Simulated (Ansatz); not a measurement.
Theory: DFT PBE, scalar-relativistic, plane waves, PAW (Ansatz). All cells share a 420 eV cutoff and Γ-centred k meshes spaced at most about 0.3 Å⁻¹ (2π included). No spin polarisation in the final relaxations.

Temperature and zero-point effects are left out.

Two relaxed structures of LiF:

1.

```
CELL_PARAMETERS angstrom
0.00000 2.03391 2.03391
2.03391 0.00000 2.03391
2.03391 2.03391 0.00000
ATOMIC_POSITIONS crystal
Li 0.50000 0.50000 0.50000
F 0.00000 0.00000 0.00000
```

2.

```
CELL_PARAMETERS angstrom
-1.39212 1.56323 5.01216
1.39212 -1.56323 5.01216
1.39212 1.56323 -5.01216
ATOMIC_POSITIONS crystal
Li 0.44316 0.44316 0.00000
Li 0.18471 0.18471 0.00000
F 0.05374 0.55374 0.50000
F 0.31840 0.81840 0.50000
```

Question: Which would you expect to be lower, and how large is the difference?

Answer: Cell 1 is lower, by 102 meV/atom. Cell 1 has the rock salt type, space group Fm-3m (No. 225), 8.4 Å³/atom and a gap of 8.83 eV on its mesh; cell 2 has space group Imm2 (No. 44), 10.9 Å³/atom and a gap of 6.62 eV. Counting F atoms around Li (those within 1.25 times the shortest such distance or 1.15 times the sum of covalent radii), cell 1 has Li 6 and cell 2 has Li 4. The denser one is the lower, and pressure would at first widen the difference. Both come from invented guesses. The part of the Crystallography Open Database at hand lists LiF in space group No. 225; sharing a group (Fm-3m) doesn't make a cell the listed structure.

Kohn–Sham gaps at this level usually fall short of measured ones. With atoms moved at random, Fm-3m came back. Other cells relaxed within their symmetry can be saddle points.
